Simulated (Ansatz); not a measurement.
MnS: equation of state with PBEsol

The system is MnS.

```
CELL_PARAMETERS angstrom
0.00000 2.60450 2.60450
2.60450 0.00000 2.60450
2.60450 2.60450 0.00000
ATOMIC_POSITIONS crystal
Mn 0.00000 0.00000 0.00000
S 0.50000 0.50000 0.50000
```

| Quantity | Value |
| --- | --- |
| Program | Ansatz 0.2.0 |
| Task | equation of state |
| Functional | PBEsol |
| Potentials or basis | all-electron LAPW, scalar-relativistic |
| Basis error allowed | 0.001 eV/atom |
| k mesh | 9 × 9 × 9 |
| Occupations | fermi-dirac, width 0.05 eV |
| Spin | collinear spin, ferromagnetic start |
| Starting moments | [4.0, 0.0] μB |

* Equilibrium volume: outside the volumes run

Energy against volume, from the lowest point:
```csv
volume (Å³/atom),energy (meV/atom)
16.607,0.00
16.961,11.34
17.314,24.47
17.667,39.52
18.021,56.44
18.374,75.03
18.727,95.15
```

All runs of the series together: 54 s on 2 threads of Intel(R) Xeon(R) Platinum 8488C (Sapphire Rapids) (shared host).
